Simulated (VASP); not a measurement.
A run of VASP 6.6.1:

Contents of INCAR:

```
SYSTEM = CaS
  PREC = Accurate
  ENCUT = 520
  EDIFF = 1E-6
  ISMEAR = 0
  SIGMA = 0.02
  LREAL = .False.
  LASPH = .True.
  NELM = 80
  ALGO = Normal
  ISIF = 2
  LWAVE = .False.
  LCHARG = .False.
  MAGMOM = 0 0 0 0 0 0
  LORBIT = 11
  LSORBIT = .True.
  GGA_COMPAT = .False.
  GGA = PE
  NBANDS = 28
  KPAR = 4
```

The input KPOINTS:

```
regular mesh
0
Gamma
  8 8 8
  0 0 0
```

File POSCAR:

```
CaS                                     
1.0
    0.0000000000      2.8313259857      2.8313259857
    2.8313259857      0.0000000000      2.8313259857
    2.8313259857      2.8313259857      0.0000000000
  Ca              S             
     1     1
Direct
     0.0000000000000000    0.0000000000000000    0.0000000000000000
     0.5000000000000000    0.5000000000000000    0.5000000000000000
```

Contents of KPOINTS_OPT:

```
path GXWKGLUWLK,UX
10
line-mode
reciprocal
 0.0000000000  0.0000000000  0.0000000000  G
 0.5000000000  0.0000000000  0.5000000000  X

 0.5000000000  0.0000000000  0.5000000000  X
 0.5000000000  0.2500000000  0.7500000000  W

 0.5000000000  0.2500000000  0.7500000000  W
 0.3750000000  0.3750000000  0.7500000000  K

 0.3750000000  0.3750000000  0.7500000000  K
 0.0000000000  0.0000000000  0.0000000000  G

 0.0000000000  0.0000000000  0.0000000000  G
 0.5000000000  0.5000000000  0.5000000000  L

 0.5000000000  0.5000000000  0.5000000000  L
 0.6250000000  0.2500000000  0.6250000000  U

 0.6250000000  0.2500000000  0.6250000000  U
 0.5000000000  0.2500000000  0.7500000000  W

 0.5000000000  0.2500000000  0.7500000000  W
 0.5000000000  0.5000000000  0.5000000000  L

 0.5000000000  0.5000000000  0.5000000000  L
 0.3750000000  0.3750000000  0.7500000000  K

 0.6250000000  0.2500000000  0.6250000000  U
 0.5000000000  0.0000000000  0.5000000000  X
```

Potentials or basis: VASP PAW PBE potentials, release 64 (Ca_sv, S).

Command:

```bash
$ cat potpaw_PBE.64/Ca_sv/POTCAR potpaw_PBE.64/S/POTCAR > POTCAR
$ mpirun -np 4 vasp_ncl > vasp.out
```

Hardware: 4 MPI ranks on Intel(R) Xeon(R) Platinum 8559C (Emerald Rapids) (shared host).

Task: Estimate the wall time of this run.

Result: Run time: 100 s on 4 MPI ranks on Intel(R) Xeon(R) Platinum 8559C (Emerald Rapids) (shared host), peak memory 0.32 GiB a rank. Counts: scf iterations 48, k points 29.
